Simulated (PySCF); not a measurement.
A table of computed properties in which two entries of one column were swapped by mistake.

| no. | species (SMILES) | level of the electronic properties | HOMO–LUMO gap | HOMO energy | smallest rotational constant | dipole moment |
| --- | --- | --- | --- | --- | --- | --- |
| 1 | CC(=O)O[SiH]1CC=CC1 | PBE0/pcSseg-1 | 7.23 eV | -7.14 eV | 0.739 GHz | 1.85 D |
| 2 | C=C(C=O)[C@@H]1[SiH2][C@@H]1OC | PBE0/pcSseg-1 | 4.66 eV | -6.47 eV | 1.134 GHz | 1.44 D |
| 3 | C#C[C@@](C)(C[SiH3])C[SiH2]C | PBE0/pcSseg-1 | 8.40 eV | -7.65 eV | 4.537 GHz | 0.70 D |
| 4 | CC(C)(C)[P@](C)(P)=S | PBE0/pcSseg-1 | 5.90 eV | -6.24 eV | 0.884 GHz | 3.73 D |
| 5 | CC(C)(C)O | PBE0/pcSseg-1 | 8.79 eV | -7.66 eV | 0.609 GHz | 1.55 D |
| 6 | C=C(C)[SiH2]C(F)=C=O | PBE0/pcSseg-1 | 4.78 eV | -6.95 eV | 0.850 GHz | 2.11 D |
| 7 | N#Cc1ccc(O[SiH3])o1 | CAM-B3LYP/def2-SVPD | 7.82 eV | -7.95 eV | 0.668 GHz | 4.61 D |

Geometries and rotational constants: GFN2-xTB. Species are written as SMILES; each is one conformer at its optimised geometry, gas phase, non-relativistic unless stated. Electronic properties by PySCF.

Dipoles, sizes and rotational constants follow the conformer. The torsions of the flexible species, by atom-mapped SMILES:
- `[CH2:1]=[C:2]([CH:3]=[O:4])[C@@H:5]1[SiH2:6][C@@H:7]1[O:8][CH3:9]`: C1–C2–C3–O4 157°, C1–C2–C5–Si6 -153°, Si6–C7–O8–C9 64°
- `[CH:1]#[C:2][C@@:3]([CH3:4])([CH2:5][SiH3:6])[CH2:7][SiH2:8][CH3:9]`: C2–C3–C5–Si6 63°, C2–C3–C7–Si8 -179°, C3–C7–Si8–C9 -179°
- `[CH3:1][C:2]([CH3:3])([CH3:4])[P@:5]([CH3:6])([PH2:7])=[S:8]`: C1–C2–P5–C6 167°, H–P7–P5–C2 171°, H–P7–P5–C2 -97°
- `[CH3:1][C:2]([CH3:3])([CH3:4])[OH:5]`: H–O5–C2–C1 -61°
- `[CH2:1]=[C:2]([CH3:3])[SiH2:4][C:5]([F:6])=[C:7]=[O:8]`: C1–C2–Si4–C5 18°, C2–Si4–C5–F6 -150°
- `[N:1]#[C:2][c:3]1[cH:4][cH:5][c:6]([O:7][SiH3:8])[o:9]1`: C5–C6–O7–Si8 -179°

The conformers of `CC(=O)O[SiH]1CC=CC1` aren't listed.

Task: Which two entries changed places?

Result: The smallest rotational constant of rows 3 and 5. The true values are 0.609 GHz for `C#C[C@@](C)(C[SiH3])C[SiH2]C` (25 atoms, 86 electrons) and 4.537 GHz for `CC(C)(C)O` (15 atoms, 42 electrons), the smallest and the largest in that column.

Task: Restore the column in rising order.

Result: row 3: 0.609 GHz, row 7: 0.668 GHz, row 1: 0.739 GHz, row 6: 0.850 GHz, row 4: 0.884 GHz, row 2: 1.134 GHz, row 5: 4.537 GHz.

Task: Give the restored column in cm⁻¹.

Result: row 1: 0.0247 cm⁻¹, row 2: 0.0378 cm⁻¹, row 3: 0.0203 cm⁻¹, row 4: 0.0295 cm⁻¹, row 5: 0.1514 cm⁻¹, row 6: 0.0284 cm⁻¹, row 7: 0.0223 cm⁻¹.
